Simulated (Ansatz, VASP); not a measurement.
Given: the input of a run of Ansatz 0.2.0 on Na.

The input input.yaml:

```yaml
crystal:
  lattice:
    - [-2.141, 2.141, 2.141]
    - [2.141, -2.141, 2.141]
    - [2.141, 2.141, -2.141]
  atoms:
    - { symbol: Na, position: [0.0, 0.0, 0.0] }
hamiltonian:
  xc: pbesol
  pseudopotentials: { kind: paw }
kpoints:
  mp_grid: { grid: [9, 9, 9] }
scf:
  occupations: { method: gaussian, width: 0.05 }
output:
  forces: true
  stress: true
  eigenvalues: true
```

Potentials or basis: Ansatz PAW.

The run is started by

```bash
$ ansatz run input.yaml --threads 1 --pin off --max-ram 3584MiB --backend cpu --events-out ev --progress --plain --runs-dir out
```

**Question.** Translate it to VASP 6.6.1. Potentials there: VASP PAW PBE potentials, release 54 (Na_pv).

**Answer.** As run (the cutoff follows the program's own potentials):

File INCAR:

```
SYSTEM = Na
ALGO     = Normal         ! electronic algorithm
EDIFF    = 1E-6           ! SCF threshold, eV
ENCUT    = 520            ! plane-wave cutoff, eV
GGA      = PS             ! functional
ISIF     = 2              ! what is computed and relaxed
ISMEAR   = 0              ! smearing method
LASPH    = .True.         ! aspherical terms in the spheres
LCHARG   = .True.         ! write CHGCAR
LELF     = .True.         ! ELF
LREAL    = .False.        ! projectors in reciprocal space
LVHAR    = .True.       
LWAVE    = .False.        ! write WAVECAR
NBANDS   = 10             ! bands
NELM     = 100            ! most SCF steps
PREC     = Accurate       ! precision mode
SIGMA    = 0.05           ! smearing width, eV
```

KPOINTS

```
k-points
0
Gamma
  9 9 9
  0 0 0
```

The input POSCAR:

```
Na
1.0
   -2.1410000000      2.1410000000      2.1410000000
    2.1410000000     -2.1410000000      2.1410000000
    2.1410000000      2.1410000000     -2.1410000000
Na
1
Direct
    0.0000000000      0.0000000000      0.0000000000
```

Potentials or basis: VASP PAW PBE potentials, release 54 (Na_pv).

Launch:

```bash
$ cat potpaw_PBE.54/Na_pv/POTCAR > POTCAR
$ mpirun -np 1 vasp_std > vasp.out
```

Both were run:

|  | VASP | Ansatz | Ansatz less VASP |
| --- | --- | --- | --- |
| gap on the k mesh at the Fermi level (eV) | none | none | - |
| pressure (GPa) | -0.6 | -0.6 | +0.02 |

A gap of «none» marks a metal or a gap that the smearing closes. The functional is the same, so the differences come from potentials, cutoffs and numerics. The two sets of potentials don't hold the same shells in valence.

Caveats: the PAW data sets were made with another functional, which shifts forces and pressure a little (VASP); the PAW data sets come from PBE, with cores solved anew for the run's functional, which leaves a small shift of forces and pressure (Ansatz).
